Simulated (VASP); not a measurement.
Wanted: the native input for a VASP 6.6.1 run.

```
Task                   : relaxation of the atoms
Functional             : LDA
Potentials or basis    : VASP PAW LDA potentials, release 64 (Sr_sv, O)
Cutoff                 : 600 eV
k mesh                 : 10 × 10 × 10
Occupations            : gaussian, width 0.03 eV
Spin                   : no spin polarisation
Further INCAR settings : ALGO = Normal; EDIFF = 1e-07; IBRION = 2; EDIFFG = -0.01; NSW = 40
```

The structure of SrO lies in POSCAR:

```
SrO                                     
1.0
    0.0000000000      2.5207089836      2.5207089836
    2.5207089836      0.0000000000      2.5207089836
    2.5207089836      2.5207089836      0.0000000000
  Sr              O             
     1     1
Direct
     0.5000000000000000    0.5000000000000000    0.5000000000000000
     0.0000000000000000    0.0000000000000000    0.0000000000000000
```

The cell isn't the ideal one: a relaxed cell with its volume scaled by 0.98.

One way to write it, as run:

INCAR

```
SYSTEM = SrO
  PREC = Accurate
  ENCUT = 600
  EDIFF = 1E-7
  ISMEAR = 0
  SIGMA = 0.03
  LREAL = .False.
  LASPH = .True.
  NELM = 80
  ALGO = Normal
  ISIF = 2
  LWAVE = .False.
  LCHARG = .False.
  IBRION = 2
  NSW = 40
  EDIFFG = -0.01
```

KPOINTS

```
Automatic mesh
0
Gamma
  10 10 10
  0 0 0
```

Potentials or basis: VASP PAW LDA potentials, release 64 (Sr_sv, O).

Launch:

```sh
$ cat potpaw_LDA.64/Sr_sv/POTCAR potpaw_LDA.64/O/POTCAR > POTCAR
$ mpirun -np 1 vasp_std > vasp.out
```

Results of the run:

The pressure after relaxing is 2.3 GPa. The band gap on the k mesh is 3.05 eV, indirect (least direct gap 3.08 eV).

Caveat: the relaxation stopped at its first step, so nothing moved.

It took 8.9 s on 1 thread of Intel(R) Xeon(R) 6975P-C (Granite Rapids), with other jobs on the host, peak memory 0.15 GiB.
